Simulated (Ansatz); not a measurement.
Runs of Ansatz 0.2.0 on La. The structure is hexagonal, space group P6_3/mmc (No. 194). The conventional cell has a = 3.770 Å, b = 3.770 Å, c = 12.159 Å, α = 90.00°, β = 90.00°, γ = 120.00°. La (site symmetry -6m2) has 12 La at 3.74 to 3.77 Å as nearest neighbours. Around La (site symmetry -3m) lie 12 La at 3.74 to 3.77 Å. 

```tsv
task	level	potentials or basis	cell	cutoff (eV)	gap on the mesh (eV)	pressure (GPa)	relaxed volume (Å³/atom)
relaxation of cell and atoms	PBE	Ansatz PAW	relaxed	420	none	0.0	(b)
single point	PBE	JTH PAW	as given	840	none	-0.1	-
single point	PBE	Ansatz PAW	as given	420	none	-0.2	-
single point	PBE	Ansatz NC	as given	1497	none	-0.2	-
relaxation of cell and atoms	PBEsol	Ansatz PAW	relaxed	420	none	0.0	(a)
single point	PBE	SSSP efficiency PAW	as given	544	none	-0.1	-
single point	PBE	Ansatz PAW earlier set	as given	600	none	-0.2	-
relaxation of cell and atoms	LDA	Ansatz PAW	relaxed	420	none	0.0	32.26
relaxation of cell and atoms	BLYP	Ansatz PAW	relaxed	420	none	0.0	39.88
single point	PBE	SPMS NC	as given	490	none	-0.1	-
single point	PBE	PseudoDojo standard (PBE files)	as given	1497	none	-0.2	-
relaxation of cell and atoms	RPBE	Ansatz PAW	relaxed	420	none	0.0	39.06
```

Alike in all rows: no spin polarisation; k mesh 8 × 8 × 3; smearing fermi-dirac 0.05 eV.

Task: Estimate the missing entries.

Result: (a) 33.98; (b) 37.09.

Caveats: the plane-wave basis is chosen anew once the cell has moved, so the energies of steps on either side of that aren't comparable (some runs); the PAW data sets come from PBE, with cores solved anew for the run's functional, which leaves a small shift of forces and pressure (some runs).

A k mesh can miss the band edges, and the runs leave out spin-orbit coupling on La.

A gap of «none» marks a metal or a gap under the smearing width.
